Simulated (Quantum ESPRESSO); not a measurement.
RbCl:

```xyz
2
Lattice="0.0000 3.2740 3.2740 3.2740 0.0000 3.2740 3.2740 3.2740 0.0000" Properties=species:S:1:pos:R:3 pbc="T T T"
Rb    0.0000    0.0000    0.0000
Cl    3.2740    3.2740    3.2740
```

Base run:

* Program: Quantum ESPRESSO 7.5
* Functional: WC
* Potentials or basis: PseudoDojo 0.4.1 SR PBE standard
* Cutoff: 789 eV
* Density cutoff: 3157 eV
* k mesh: 6 × 6 × 6, shifted
* Occupations: fermi-dirac, width 0.05 eV
* Spin: no spin polarisation

Its results: pressure 0.1 GPa; electronic dielectric tensor (diagonal) 2.38.

Task: The run is repeated on the same cell with these changes: functional from WC to AM05. What comes out?

Result: Pressure 0.8 GPa; electronic dielectric tensor (diagonal) 2.36.

Caveats: the potentials were made for another functional, which shifts forces and pressure.
